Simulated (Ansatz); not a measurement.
## Response of La to small distortions

```yaml
crystal:
  lattice:
    - [3.78306, 0.00000, 0.00000]
    - [-1.89153, 3.27623, 0.00000]
    - [0.00000, 0.00000, 6.07613]
  atoms:
    - { symbol: La, position: [0.33333, 0.66667, 0.25000] }
    - { symbol: La, position: [0.66667, 0.33333, 0.75000] }
```

Atom numbers follow the list: La1, La2.

Conventional cell: a = 3.783 Å, b = 3.783 Å, c = 6.076 Å, α = 90.00°, β = 90.00°, γ = 120.00°. La (atom 1) has 12 La at 3.74 to 3.78 Å as nearest neighbours.

The cell was built from the hcp type and relaxed in the same program, and has space group P6_3/mmc; it needn't be a known or the stable phase.

No spin–orbit coupling, which matters for the heavy atoms here.

The calculation used DFT, PBE, PAW with Ansatz's default frozen-core files, scalar-relativistic (Ansatz 0.2.0).

Sampling and basis: a Γ-centred 12×12×7 k mesh, Fermi–Dirac smearing of 0.05 eV, cutoff 420 eV, no spin polarisation.

The unchanged cell is at 0.02 GPa, so energy changes include a term −P ΔV where the volume moves.

In a metal, stresses and small energies carry noise from the k mesh.

x, y and z are the Cartesian axes of the cell as listed; fractional coordinates follow a strain, and an engineering shear is twice the off-diagonal strain component.

Problem. One change gave: energy change +22.4 meV/atom; stress change (xx, yy, zz, yz, xz, xy) 2.47, 2.47, 1.52, 0.00, 0.00, 0.00 GPa, compression positive. Which change was it?
A. atom 2 (La) moved by (0.0000, 0.0000, 0.0800) Å
B. x and y strained by -4 %, z held
C. xy engineering shear strain of -3 %

Solution. B. For xy engineering shear strain of -3 %: energy change +2.0 meV/atom; stress change (xx, yy, zz, yz, xz, xy) 0.00, 0.02, 0.01, 0.00, 0.00, 0.56 GPa, compression positive; change of the force on La2 (-0.013, 0.000, 0.000) eV/Å. For atom 2 (La) moved by (0.0000, 0.0000, 0.0800) Å: energy change +2.3 meV/atom; stress change (xx, yy, zz, yz, xz, xy) 0.03, 0.03, 0.06, 0.00, 0.00, 0.00 GPa, compression positive; change of the force on La2 (0.000, 0.000, -0.117) eV/Å.

Problem. What force constant does this one finite step give for La2 along its displacement (all its periodic images move with it)?

Solution. k = −ΔF·u/|u|² = 1.46 eV/Å², so the force pulls the atom back.
